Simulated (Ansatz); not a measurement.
# WS2: a listed cell, distorted in several ways

Aim: see how energy, forces, stress and gap of WS2 answer to moves of single atoms, further strains and shifts, distortions that keep the symmetry. Nothing is relaxed unless a step says so.

Method: DFT PBEsol, scalar-relativistic, plane waves, PAW, in Ansatz 0.2.0.

## 1. Starting point

Symmetry: R3m, No. 160, trigonal system. Conventional cell: a = 3.158 Å, b = 3.158 Å, c = 18.490 Å, α = 90.00°, β = 90.00°, γ = 120.00°. W (site symmetry 3m) is surrounded by 6 S at 2.39 to 2.42 Å. Around S (site symmetry 3m) lie 3 W at 2.39 Å. S (site symmetry 3m) has 3 W at 2.42 Å as nearest neighbours.

As a file:

```xyz
3
Lattice="1.5790 0.9116 6.1633 -1.5790 0.9116 6.1633 0.0000 -1.8233 6.1633" Properties=species:S:1:pos:R:3 pbc="T T T"
W     0.0000    0.0000    0.0000
S     0.0000    0.0000   13.8730
S     0.0000    0.0000   10.7427
```

The structure comes from the Crystallography Open Database.

## 2. A change within the space group

Against the listed cell: strain xx, yy, zz, yz, xz, xy = -4.4, -4.4, -2.9, +0.0, +0.0, +0.0 %; atoms moved by 0.03 Å root mean square, at most 0.04 Å.

Contents of input.yaml:

```yaml
crystal:
  lattice:
    - [1.5089243472, 0.8711778781, 5.9822513646]
    - [-1.5089243472, 0.8711778781, 5.9822513646]
    - [0.0, -1.7423557561, 5.9822513646]
  atoms:
    - { symbol: W, position: [-0.0004559493, -0.0004559493, -0.0004559493] }
    - { symbol: S, position: [0.7524754961, 0.7524754961, 0.7524754961] }
    - { symbol: S, position: [0.5792804532, 0.5792804532, 0.5792804532] }
basis:
  ecutwfc: 420
kpoints:
  mp_grid: { grid: [12, 12, 12] }
hamiltonian:
  xc: pbesol
scf:
  occupations: { method: gaussian, width: 0.02 }
output:
  forces: true
  stress: true
  eigenvalues: true
  populations: true
```

## 3. A change within the space group

Contents of input.yaml:

```yaml
crystal:
  lattice:
    - [1.6182385438, 0.9342904589, 6.5013886505]
    - [-1.6182385438, 0.9342904589, 6.5013886505]
    - [0.0, -1.8685809178, 6.5013886505]
  atoms:
    - { symbol: W, position: [0.0023863938, 0.0023863938, 0.0023863938] }
    - { symbol: S, position: [0.7525014859, 0.7525014859, 0.7525014859] }
    - { symbol: S, position: [0.5764121202, 0.5764121202, 0.5764121202] }
basis:
  ecutwfc: 420
kpoints:
  mp_grid: { grid: [12, 12, 12] }
hamiltonian:
  xc: pbesol
scf:
  occupations: { method: gaussian, width: 0.02 }
output:
  forces: true
  stress: true
  eigenvalues: true
```

## 4. One atom moved

Contents of input.yaml:

```yaml
crystal:
  lattice:
    - [1.5790003843, 0.9116362969, 6.16333]
    - [-1.5790003843, 0.9116362969, 6.16333]
    - [0.0, -1.8232725938, 6.16333]
  atoms:
    - { symbol: W, position: [0.0, 0.0, 0.0] }
    - { symbol: S, position: [0.8025205621, 0.71472451, 0.7298939739] }
    - { symbol: S, position: [0.581, 0.581, 0.581] }
basis:
  ecutwfc: 420
kpoints:
  mp_grid: { grid: [12, 12, 12] }
hamiltonian:
  xc: pbesol
scf:
  occupations: { method: gaussian, width: 0.02 }
output:
  forces: true
  stress: true
  eigenvalues: true
  populations: true
```

## 5. A distortion that keeps the symmetry

Contents of input.yaml:

```yaml
crystal:
  lattice:
    - [1.544957136, 0.8919814184, 5.9379986552]
    - [-1.544957136, 0.8919814184, 5.9379986552]
    - [0.0, -1.7839628367, 5.9379986552]
  atoms:
    - { symbol: W, position: [0.0114689755, 0.0114689755, 0.0114689755] }
    - { symbol: S, position: [0.7443088459, 0.7443088459, 0.7443088459] }
    - { symbol: S, position: [0.5755221786, 0.5755221786, 0.5755221786] }
basis:
  ecutwfc: 420
kpoints:
  mp_grid: { grid: [12, 12, 12] }
hamiltonian:
  xc: pbesol
scf:
  occupations: { method: gaussian, width: 0.02 }
output:
  forces: true
  stress: true
  eigenvalues: true
```

## 6. A distortion that keeps the symmetry

Contents of input.yaml:

```yaml
crystal:
  lattice:
    - [1.6548081927, 0.9554039555, 5.9045317733]
    - [-1.6548081927, 0.9554039555, 5.9045317733]
    - [0.0, -1.9108079111, 5.9045317733]
  atoms:
    - { symbol: W, position: [-0.0099364061, -0.0099364061, -0.0099364061] }
    - { symbol: S, position: [0.7411200542, 0.7411200542, 0.7411200542] }
    - { symbol: S, position: [0.6001163519, 0.6001163519, 0.6001163519] }
basis:
  ecutwfc: 420
kpoints:
  mp_grid: { grid: [12, 12, 12] }
hamiltonian:
  xc: pbesol
scf:
  occupations: { method: gaussian, width: 0.02 }
output:
  forces: true
  stress: true
  eigenvalues: true
  populations: true
```

## 7. A distortion that keeps the symmetry

Contents of input.yaml:

```yaml
crystal:
  lattice:
    - [1.507850627, 0.8705579654, 6.4403100502]
    - [-1.507850627, 0.8705579654, 6.4403100502]
    - [0.0, -1.7411159307, 6.4403100502]
  atoms:
    - { symbol: W, position: [-0.0014781906, -0.0014781906, -0.0014781906] }
    - { symbol: S, position: [0.7575380408, 0.7575380408, 0.7575380408] }
    - { symbol: S, position: [0.5752401498, 0.5752401498, 0.5752401498] }
basis:
  ecutwfc: 420
kpoints:
  mp_grid: { grid: [12, 12, 12] }
hamiltonian:
  xc: pbesol
scf:
  occupations: { method: gaussian, width: 0.02 }
output:
  forces: true
  stress: true
  eigenvalues: true
  populations: true
```

## 8. A distortion of lower symmetry

Contents of input.yaml:

```yaml
crystal:
  lattice:
    - [1.6035484466, 0.9258384846, 6.1141068346]
    - [-1.5410308187, 0.9889985, 6.0887480884]
    - [0.0859569918, -1.829043431, 6.0887374843]
  atoms:
    - { symbol: W, position: [-0.0408694957, 0.0148792684, 0.0148792684] }
    - { symbol: S, position: [0.826146503, 0.7171812197, 0.7171812197] }
    - { symbol: S, position: [0.5460229927, 0.5992395119, 0.5992395119] }
basis:
  ecutwfc: 420
kpoints:
  mp_grid: { grid: [12, 12, 12] }
hamiltonian:
  xc: pbesol
scf:
  occupations: { method: gaussian, width: 0.02 }
output:
  forces: true
  stress: true
  eigenvalues: true
```

Before running it: what results should come out? Wanted: for each run, case; energy; pressure; largest force.

The runs gave:

| step | case | energy (meV/atom) | pressure (GPa) | largest force (eV/Å) | gap on the mesh (eV) |
| --- | --- | --- | --- | --- | --- |
|  | listed cell, run earlier | 0 | -0.6 | 0.60 | 0.97 |
| 2 | a change within the space group | +95.2 | 19.9 | 1.41 | 0.87 |
| 3 | a change within the space group | +234.2 | -18.3 | 3.59 | 0.94 |
| 4 | one atom moved | +43.4 | 1.5 | 2.06 | 0.89 |
| 5 | a distortion that keeps the symmetry | +731.5 | 28.1 | 10.80 | 0.00 |
| 6 | a distortion that keeps the symmetry | +895.1 | 26.5 | 9.46 | 0.00 |
| 7 | a distortion that keeps the symmetry | +191.9 | -5.1 | 2.81 | 0.83 |
| 8 | a distortion of lower symmetry | +175.6 | -1.0 | 2.61 | 0.62 |

Energies are counted from the listed cell, with the smearing taken to zero. A gap of 0.00 means none on the mesh at this level.

The listed cell carries -0.6 GPa and forces up to 0.60 eV/Å at this level, so it is not this functional's equilibrium. No comparable point lies below the listed cell. The costliest is step 6, at 895 meV/atom. Among the distorted cells of the listed formula and level the largest force, 10.80 eV/Å, acts on W1 in step 5. Among the distorted cells of the listed formula and level the gap runs from none (metal) to 0.94 eV. These runs have no spin-orbit coupling; with W it would split and shift bands.

These are semilocal Kohn-Sham gaps, which aren't the measured quantity. Such gaps usually fall short of the measured ones.
